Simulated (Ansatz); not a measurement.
A run of Ansatz 0.2.0 is set up as follows.

The input input.yaml:

```yaml
crystal:
  lattice:
    - [-1.657269, 1.657269, 1.657269]
    - [1.657269, -1.657269, 1.657269]
    - [1.657269, 1.657269, -1.657269]
  atoms:
    - { symbol: Au, position: [0.0, 0.0, 0.0] }
hamiltonian:
  xc: pbesol
  pseudopotentials: { kind: paw }
kpoints:
  mp_grid: { grid: [11, 11, 11] }
  band_path:
    path:
      - [[0.0, 0.0, 0.0], [0.5, -0.5, 0.5], [0.0, 0.0, 0.5], [0.0, 0.0, 0.0], [0.25, 0.25, 0.25], [0.5, -0.5, 0.5]]
      - [[0.25, 0.25, 0.25], [0.0, 0.0, 0.5]]
    npoints: 14
scf:
  occupations: { method: fermi_dirac, width: 0.05 }
  n_extra_bands: 6
output:
  forces: true
  stress: true
  eigenvalues: true
  fatbands: false
```

Potentials or basis: Ansatz PAW.

Launch:

```console
$ ansatz run input.yaml --threads 2 --pin off --max-ram 5632MiB --backend cpu --events-out ev --progress --plain --runs-dir out
```

Predict the pressure.

-8.9 GPa.

Predict the band gap on the k mesh.

none (metal or under the smearing width).

Levels at the corners of the path, in eV from the Fermi level:
```
point  band 7  band 8  band 9  band 10  band 11  band 12
    Γ   -4.36   -4.36   -2.61    -2.61    16.51    16.51
    H   -1.57   -1.57   -1.57     6.31     6.31     6.31
    N   -2.74   -2.43   -1.22    -0.30     3.34    12.39
    Γ   -4.36   -4.36   -2.61    -2.61    16.51    16.51
    P   -4.82   -2.39   -2.39     2.78     7.05     7.05
    H   -1.57   -1.57   -1.57     6.31     6.31     6.31
    P   -4.82   -2.39   -2.39     2.78     7.05     7.05
    N   -2.74   -2.43   -1.22    -0.30     3.34    12.39
```

Caveat: spin-orbit coupling is left out, which moves the levels of the heavy elements; the PAW data sets come from PBE, with cores solved anew for the run's functional, which leaves a small shift of forces and pressure.
